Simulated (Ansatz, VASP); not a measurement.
**One calculation of Rh, two programs**

```
Rh
1.0
     0.00000    1.90213    1.90213
     1.90213    0.00000    1.90213
     1.90213    1.90213    0.00000
Rh
1
Direct
  0.00000 0.00000 0.00000
```

Alike in both runs: functional r2SCAN; k mesh 24 × 24 × 24; occupations fermi-dirac, width 0.15 eV; no spin polarisation.

Ansatz relaxed the structure, and its values are those at the end. VASP's run is a single point on that final structure, the one shown.

|  | VASP | Ansatz |
| --- | --- | --- |
| version | VASP 6.6.1 | Ansatz 0.2.0 |
| potentials or method | VASP PAW PBE potentials, release 64 (Rh_pv) | scalar-relativistic, plane waves, PAW |
| plane-wave cutoff (eV) | 520 | 600 |
| valence electrons in the cell | 15 | 17 |

Ansatz gave:

| Property | Result |
| --- | --- |
| gap on the k mesh at the Fermi level (eV) | none |
| pressure (GPa) | 0.0 |

Question: Which values does VASP return?

Answer: gap on the k mesh at the Fermi level (eV): none; pressure (GPa): 1.1.

A gap of «none» marks a metal or a gap that the smearing closes. The two sets of potentials don't hold the same shells in valence.

Caveats: the PAW data sets were made with another functional, which shifts forces and pressure a little (VASP).
